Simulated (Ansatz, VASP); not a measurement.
**Two plane-wave programs on ZrO2**

```
Zr O
1.0
     0.00000    2.53500    2.53500
     2.53500    0.00000    2.53500
     2.53500    2.53500    0.00000
Zr O
1 2
Direct
  0.00000 0.00000 0.00000
  0.25000 0.25000 0.25000
  0.75000 0.75000 0.75000
```

Measurements of this composition are mostly on another form, of space group No. 14.

Alike in both runs: task single point; functional r2SCAN; k mesh 8 × 8 × 8; occupations gaussian, width 0.05 eV; no spin polarisation.

```csv
,VASP,Ansatz
version,VASP 6.6.1,Ansatz 0.2.0
potentials or method,"VASP PAW PBE potentials, release 64 (Zr_sv, O)","scalar-relativistic, plane waves, PAW"
plane-wave cutoff (eV),520,500
valence electrons in the cell,24,24
```

```csv
,VASP,Ansatz,Ansatz less VASP
gap on the k mesh at the Fermi level (eV),3.91,3.92,+0.015
least direct gap on the mesh (eV),4.32,4.33,+0.015
pressure (GPa),3.4,3.0,-0.36
```

The functional is the same, so the differences come from potentials, cutoffs and numerics.

Caveats: the PAW data sets were made with another functional, which shifts forces and pressure a little (VASP). r2SCAN opens gaps a little over a GGA but as a rule still falls short of measured ones. A k mesh can miss the band edges.
